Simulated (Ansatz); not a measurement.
# Sensitivity of the G0W0 gap of SiO2 (Stishovite)

Aim: change settings of a G0W0 run on SiO2 (Stishovite) and see what moves.

Method: G0W0 on PBE, plane waves, PAW, in Ansatz 0.2.0.

## 1. Starting point

The structure is tetragonal, space group P4_2/mnm (No. 136). Conventional cell: a = 4.177 Å, b = 4.177 Å, c = 2.665 Å, α = 90.00°, β = 90.00°, γ = 90.00°. Si has 6 O at 1.76 to 1.81 Å nearest. O has 3 Si at 1.76 to 1.81 Å nearest. Farther neighbours and most contacts between anions are not listed.

The cell and positions come from the Crystallography Open Database and are kept as given unless a step says otherwise. The default PAW set here is soft_2. Its files were made with PBE.

## 2. The base run: 4×4×6 mesh, 171 empty bands, screening to 138 eV

G0W0 replaces the xc potential by the self-energy, built once from these orbitals. Only a window of levels is corrected, while the sums run over the empty bands that the input names.

Contents of input.yaml:

```yaml
crystal:
  lattice:
    - [4.1773, 0.0, 0.0]
    - [0.0, 4.1773, 0.0]
    - [0.0, 0.0, 2.6652]
  atoms:
    - { symbol: Si, position: [0.0, 0.0, 0.0] }
    - { symbol: Si, position: [0.5, 0.5, 0.5] }
    - { symbol: O, position: [0.3059, 0.3059, 0.0] }
    - { symbol: O, position: [0.1941, 0.8059, 0.5] }
    - { symbol: O, position: [0.6941, 0.6941, 0.0] }
    - { symbol: O, position: [0.8059, 0.1941, 0.5] }
kpoints:
  mp_grid: { grid: [4, 4, 6] }
hamiltonian:
  xc: pbe
scf:
  occupations: { method: fixed }
gw:
  n_empty_bands: 171
  ecut_chi: 138
  qp_bands: [v2, c2]
  qp_kpoints: band_edges
  screening: { model: contour_deformation }
```

Launch:

```
$ ansatz run input.yaml --threads 3 --pin off --max-ram 92160MiB --backend cuda --events-out ev --progress --plain --runs-dir out --devices 1 --max-vram 13GiB
```

Numbers of over 12 decimals in the logs are rounded to 6 here.

What it wrote:

```text
GPUs: using 1 of 1 available (devices: 1).
Engine: ansatz 0.2.0, x86_64-unknown-linux-gnu
Pseudopotentials: kind: paw
Pseudopotential: Si, paw, valence charge 4, recommended cutoff 420 eV (normal), Si.paw.azcp
Pseudopotential: O, paw, valence charge 6, recommended cutoff 420 eV (normal), O.paw.azcp
Functional definition: PBE
  parameter kappa = 0.804
  parameter beta = 0.066725
  exchange = pbe_x(kappa = kappa, mu = beta*pi^2/3)
  correlation = pbe_c(beta = beta)
device memory: the entry about to start is reckoned to put 0.6 GiB on a device that reports 45.5 GiB free (of which the cap on the GPU budget leaves the run 13.0 GiB)
GPU FFT provider: cuFFT
GPU libraries: cuBLAS 13.8.2, cuFFT 12.4.0, cuSOLVER 12.3.4
Crystal: 6 atoms, lattice volume = 46.507 Å³
Basis set: ecut = 420 eV, 913 PW (Γ)
Bands: 22, of which v1, the nominal top of the filled ones, is band 16 counted from 1 (15 counted from 0)
Symmetry: 16 space group operations
Space group: P42/mnm (ITA 136), of the structure as read, at distance tolerance 3.6e-5 Å
k-points: 24 of 96
Non-local potential: Si, projectors of the file, l = 0: 2, l = 1: 2, l = 2: 2
Non-local potential: O, projectors of the file, l = 0: 2, l = 1: 2, l = 2: 1
PAW form: soft (Blöchl's): semilocal exchange-correlation on the pseudo side does not see the compensation charge
PAW one-centre angular grid: Si, 110 points (default); XC on 64 Gauss nodes
PAW one-centre angular grid: O, 110 points (default); XC on 64 Gauss nodes
Initial density: superposition of atomic densities (neutral atoms: chi_scale 0, normalization atom), corrected by the library's trained network
Initial wavefunctions: pseudopotential atomic-orbital guess
GPU buffer pool allocated for 16200 grid points (all kernels)
GPU transforms: local potential and band sums: pruned to the plane-wave sphere, on 27×27×18
Functional: x = pbe(κ = 0.804, μ = 0.219515), c = pbe(β = 0.066725)
SCF iter   1: F=—  HF=-3546.960165 eV  |F-HF|=—  |Δ(HF+E_count)|=         —  Δρ=3.22e-3  dr2=1.73e-3  ethr=1.77e-3  ⟨swp⟩=4.2  Hψ=2502  notcnv=0  defer=94
preconditioner: auto → none  [insulator: Δε(μ)=5.641 eV  Ē_g=18.848 eV  n_scr=10 (ndim 8)  ℏωp=30.8 eV  f_vac=0.000  ε∞_Penn≈3.7]
SCF iter   2: F=—  HF=-3546.960659 eV  |F-HF|=—  |Δ(HF+E_count)|=   4.95e-4  Δρ=1.43e-3  dr2=2.61e-4  ethr=5.39e-6  ⟨swp⟩=2.4  Hψ=1140  notcnv=0  defer=96
SCF iter   3: F=—  HF=-3546.960780 eV  |F-HF|=—  |Δ(HF+E_count)|=   1.20e-4  Δρ=6.03e-4  dr2=4.34e-5  ethr=8.16e-7  ⟨swp⟩=2.1  Hψ=794  notcnv=0  defer=96
SCF iter   4: F=—  HF=-3546.960824 eV  |F-HF|=—  |Δ(HF+E_count)|=   4.47e-5  Δρ=6.15e-5  dr2=5.07e-7  ethr=1.36e-7  ⟨swp⟩=2.0  Hψ=863  notcnv=0  defer=88
iter 5 did not close the SCF: its close was put off for the readings that it lacked (scf_convergence_deferred on its scf_iter line)
[...]
E_xc         = -412.517689
  E_vxc        = -480.379695  (∫ρ·V_xc dr)
  E_paw        = -1662.071439  (= ΣΔE_a)
  E_vpaw       = -152.928590  (= ΣTr[D̂ρ^β])
  E_aug_tail   = 0.010138  (compensation charges beyond the density's cutoff)
  E_ewald      = -1740.190554
  E_smearing   = -0.000000  (= −TS)
  E_closure    = -0.000000  (closes the sum)
  Σ components = -3546.960825   (vs F -3546.960825, Δ=0.00e0)
--- Band table (eV; the first three rows and the last of 24) ---
  k-point 0: bands = [... 12 lower, 8.1107, 9.7315, 9.7315, 10.6142, 16.2519, 17.3547, 19.1612, 19.1612, ... 2 higher]
  k-point 1: bands = [... 12 lower, 6.9801, 9.4549, 9.4549, 10.2726, 17.3957, 19.1473, 20.6371, 20.6371, ... 2 higher]
  k-point 2: bands = [... 12 lower, 5.8998, 8.6345, 8.6345, 9.1846, 18.6231, 20.9933, 21.4511, 22.9801, ... 2 higher]
  k-point 23: bands = [... 12 lower, 8.8528, 8.8528, 9.0545, 9.0545, 17.8307, 17.8307, 21.6732, 21.6732, ... 2 higher]
--- G₀W₀: contour deformation, 6 samples at zero and on the imaginary axis and 2 off it, 96 q-points, 171 empty bands' worth ---
  eigenvalues of the whole cell's RPA ε∞ on this k-mesh (on a slab, of 1 + 4πα/V) = 3.2299, 3.2299, 3.3882; static W/v taken at q = 0 is 0.304435
  bands read: the sum over 187 bands ends inside a degenerate multiplet in 15 slots, whose members it reads at an even weight; the widest, k=0: bands 187 to 188 (counted from 1) at 1/2 each
  gw.qp_kpoints: band_edges: 5 of 24 stored k-points solved, in 1 pass; an edge of the gap read off the rows below is read off those points alone
    valence top: of the k-points left out ik 5 came nearest to being solved in a further pass, in band 16 (counted from 1, as in the quasiparticle table): it holds the edge there only if its correction is more favourable than any solved in that band by at least 0.597 eV; those differ by 0.323 eV
    conduction bottom: of the k-points left out ik 12 came nearest to being solved in a further pass, in band 17 (counted from 1, as in the quasiparticle table): it holds the edge there only if its correction is more favourable than any solved in that band by at least 1.176 eV; those differ by 0.172 eV
    ik  band        ε_KS         Σx   Σc(E_QP)       V_xc       Z   E_QP_lin       E_QP  E_QP is
     0    15      9.7315   -27.7896     4.4810   -22.0646  0.8151     8.4787     8.4875  root
     0    16     10.6142   -28.2681     4.7539   -22.2747  0.8126     9.3657     9.3747  root
     0    17     16.2519   -13.8161    -4.3817   -19.8111  0.8465    17.8759    17.8652  root
     0    18     17.3547    -7.7363    -4.5612   -13.5785  0.8622    18.6426    18.6357  root
     1    15      9.4549   -27.5872     4.5333   -21.7615  0.8143     8.1528     8.1625  root
     1    16     10.2726   -27.9537     4.7895   -21.8615  0.8121     8.9596     8.9698  root
     1    17     17.3957   -14.1527    -4.4869   -20.4250  0.8409    19.1953    19.1811  root
     1    18     19.1473    -9.3134    -4.7860   -15.6869  0.8494    20.7472    20.7348  root
[...]
23    15      9.0545   -27.4394     4.9597   -21.0266  0.8084     7.5874     7.6014  root
    23    16      9.0545   -27.4394     4.9597   -21.0266  0.8084     7.5874     7.6014  root
    23    17     17.8307   -11.7729    -4.5939   -18.0596  0.8488    19.5362    19.5235  root
    23    18     17.8307   -11.7729    -4.5939   -18.0596  0.8488    19.5362    19.5235  root
[key lines of the parts left out:]
SCF converged after 6 iterations
Free energy (F): -3546.960825 eV
Fermi energy:    10.614220 eV
```

Wall time 12 s (1 × NVIDIA H100 80GB HBM3 (shared by 6 runs) with 3 threads of AMD EPYC 7R13 (Zen 3), shared host); peak memory 1.2 GiB.

Reading the cycles: dr2 is the Hartree energy of the density residual (eV), the measure of convergence; HF is the Harris–Foulkes estimate of the energy, which meets the free energy F at convergence.

This step gave:

| Item | Value |
| --- | --- |
| bands summed | 187 |
| RPA ε∞ on this mesh (eigenvalues) | 3.230, 3.230, 3.388 |
| plane waves in the screening matrix | 181 |
| q-points in the mesh | 96 |
| G0W0 gap on the mesh | 8.491 eV |
| k of the valence top | 0, 0, 0 |
| k of the conduction bottom | 0, 0, 0 |
| starting gap on the mesh | 5.638 eV |
| Z at the valence top | 0.8126 |
| Z at the conduction bottom | 0.8465 |
| least direct G0W0 gap on the computed points | 8.491 eV |

The gap on the mesh goes from 5.64 eV to 8.49 eV, a correction of +2.85 eV. Between the two edge states, bare exchange in place of the xc potential would open the gap by 11.99 eV, and correlation takes back 9.14 eV.

## 3. Variant: larger pair-density box

input.yaml, as its differences from that of step 2:

```diff
@@ -19,4 +19,4 @@
 gw:
-  n_empty_bands: 171
-  ecut_chi: 138
+  n_empty_bands: 105
+  ecut_chi: 100
   qp_bands: [v2, c2]
@@ -24 +24,2 @@
   screening: { model: contour_deformation }
+  ecutfock_ratio: 2
```

What it wrote:

```text
GPUs: using 1 of 1 available (devices: 1).
[...]
GPU FFT provider: cuFFT
GPU libraries: cuBLAS 13.8.2, cuFFT 12.4.0, cuSOLVER 12.3.4
Crystal: 6 atoms, lattice volume = 46.507 Å³
Basis set: ecut = 420 eV, 913 PW (Γ)
Bands: 22, of which v1, the nominal top of the filled ones, is band 16 counted from 1 (15 counted from 0)
[... 1 set-up line as in the run before ...]
[...]
k-points: 24 of 96
[...]
GPU buffer pool allocated for 16200 grid points (all kernels)
[...]
SCF iter   1: F=—  HF=-3546.960165 eV  |F-HF|=—  |Δ(HF+E_count)|=         —  Δρ=3.22e-3  dr2=1.73e-3  ethr=1.77e-3  ⟨swp⟩=4.2  Hψ=2502  notcnv=0  defer=94
[...]
SCF iter   6: F=-3546.960825 eV  HF=-3546.960825 eV  |F-HF|=1.62e-10  |Δ(HF+E_count)|=   1.57e-8  Δρ=8.61e-7  dr2=1.01e-10  ethr=3.47e-11  ⟨swp⟩=6.9  Hψ=2369  notcnv=0
SCF 1 converged in 6 iterations: F = -3546.960825 eV  dr2 = 1.01e-10
[...]
NSCF: frozen V_eff on 24 k-points, pencils in batches of 32, up to order 88
[...]
NSCF: frozen V_eff on 24 k-points
G₀W₀ screening: q 1/24
[... further progress lines ...]
SCF converged after 6 iterations
Free energy (F): -3546.960825 eV
[...]
Internal energy: -3546.960825 eV  (E = F + TS)
E sigma→0 (E₀):  -3546.960825 eV
Fermi energy:    10.614220 eV
[...]
--- Band table (eV; the first three rows and the last of 24) ---
  k-point 0: bands = [... 12 lower, 8.1107, 9.7315, 9.7315, 10.6142, 16.2519, 17.3547, 19.1612, 19.1612, ... 2 higher]
  k-point 1: bands = [... 12 lower, 6.9801, 9.4549, 9.4549, 10.2726, 17.3957, 19.1473, 20.6371, 20.6371, ... 2 higher]
  k-point 2: bands = [... 12 lower, 5.8998, 8.6345, 8.6345, 9.1846, 18.6231, 20.9933, 21.4511, 22.9801, ... 2 higher]
  k-point 23: bands = [... 12 lower, 8.8528, 8.8528, 9.0545, 9.0545, 17.8307, 17.8307, 21.6732, 21.6732, ... 2 higher]
[...]
0    15      9.7315   -27.7896     4.7057   -22.0646  0.8176     8.7063     8.7122  root
     0    16     10.6142   -28.2681     4.9684   -22.2747  0.8154     9.5831     9.5892  root
     0    17     16.2519   -13.8161    -4.3013   -19.8111  0.8493    17.9578    17.9456  root
     0    18     17.3547    -7.7363    -4.4383   -13.5785  0.8627    18.7670    18.7586  root
     1    15      9.4549   -27.5872     4.7507   -21.7615  0.8168     8.3731     8.3799  root
     1    16     10.2726   -27.9537     4.9958   -21.8615  0.8148     9.1689     9.1762  root
     1    17     17.3957   -14.1527    -4.3611   -20.4250  0.8436    19.3237    19.3069  root
     1    18     19.1473    -9.3134    -4.6291   -15.6869  0.8505    20.9069    20.8917  root
[...]
23    15      9.0545   -27.4394     5.1407   -21.0266  0.8109     7.7717     7.7824  root
    23    16      9.0545   -27.4394     5.1407   -21.0266  0.8109     7.7717     7.7824  root
    23    17     17.8307   -11.7729    -4.4502   -18.0596  0.8506    19.6825    19.6672  root
    23    18     17.8307   -11.7729    -4.4502   -18.0596  0.8506    19.6825    19.6672  root
```

Wall time 14 s (1 × NVIDIA H100 80GB HBM3 (shared by 6 runs) with 3 threads); peak memory 1.1 GiB.

The G0W0 gap on the mesh is 8.356 eV.

Against the base:

| setting | base | variant |
| --- | --- | --- |
| empty bands | 171 | 105 |
| screening cutoff (eV) | 138 | 100 |
| ecutfock ratio | - | 2 |

| quantity | variant | base |
| --- | --- | --- |
| starting gap on the mesh | 5.638 | 5.638 |
| G0W0 gap on the mesh | 8.356 | 8.491 |
| least direct G0W0 gap on the computed points | 8.356 | 8.491 |
| Z at the valence top | 0.815 | 0.813 |
| Z at the conduction bottom | 0.849 | 0.846 |

## 4. Outcome

```
base                    : 8.49 eV, 12 s
larger pair-density box : 8.36 eV, 14 s
```

What this shows: Larger pair-density box: the gap moves by −0.13 eV. The variant differs from the base in empty bands, screening cutoff and ecutfock ratio together, so the change can't be laid to one of them. All runs here use a coarse mesh and modest cutoffs; they test settings and are not final values. The 4×4×6 mesh is coarse for this cell (its supercell is 16 Å along the shortest edge). The RPA ε∞ on it, from the PBE start, is 3.23 and 3.39; such meshes misread the long-range screening, most where the gap is narrow.

[Paths, hosts, dates, memory and timing lines, banners, echoed tables and standing remarks are left out of the program output.]

[Logs are printed without paths, hosts, clocks, repeated set-up lines and the standing remarks that a program may print on its own settings, such as how far it seeks lower states.]

[Runs of the session that timed out or met a known fault of the program may be left out.]

[Cells called generated may have been cut or substituted from an entry of the Crystallography Open Database or the Materials Project.]

[Hosts, paths, dates, database ids (printed as entryN), source tags and the programs' standing remarks are cut or masked in the printed files.]
